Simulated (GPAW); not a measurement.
Input of a GPAW 26.7.0 run:

Contents of run.py:

```python
from ase import Atoms
from ase.dft.bandgap import bandgap
from ase.io import write
from ase.units import GPa
from gpaw import GPAW, PW, setup_paths

setup_paths.insert(0, '.')

atoms = Atoms(['Pt'],
              cell=[[-1.58422, 1.58422, 1.58422],
                    [1.58422, -1.58422, 1.58422],
                    [1.58422, 1.58422, -1.58422]],
              scaled_positions=[[0.0, 0.0, 0.0]],
              pbc=True)

calc = GPAW(mode=PW(600),
            xc='PBEsol',
            kpts={'size': (12, 12, 12), 'gamma': True},
            occupations={'name': 'fermi-dirac', 'width': 0.05},
            nbands=17,
            convergence={'density': 1e-05, 'energy': 1e-05},
            maxiter=150,
            txt='gpaw.txt')
atoms.calc = calc
energy = atoms.get_potential_energy()
forces = atoms.get_forces()
stress = atoms.get_stress()
calc.write('gs.gpw')
write('result.traj', atoms)
print(f'Energy: {energy:.6f} eV')
print('Forces (eV/A):')
print(forces.round(4))
print('Stress (GPa):', (stress / GPa).round(3))
print('Fermi level:', round(calc.get_fermi_level(), 4), 'eV')
print(f'Gap: {bandgap(calc)[0]:.4f} eV, direct: {bandgap(calc, direct=True)[0]:.4f} eV')
```

Potentials or basis: PAW data sets generated in the run's folder for this functional, pw.

The run is started by

```sh
$ gpaw-setup -f PBEsol Pt
$ OMP_NUM_THREADS=1 python run.py
```

(1) What does it give for the band gap on the k mesh?

(2) What does it give for the pressure?

Answers

(1) none (metal or under the smearing width).

(2) -11.5 GPa.
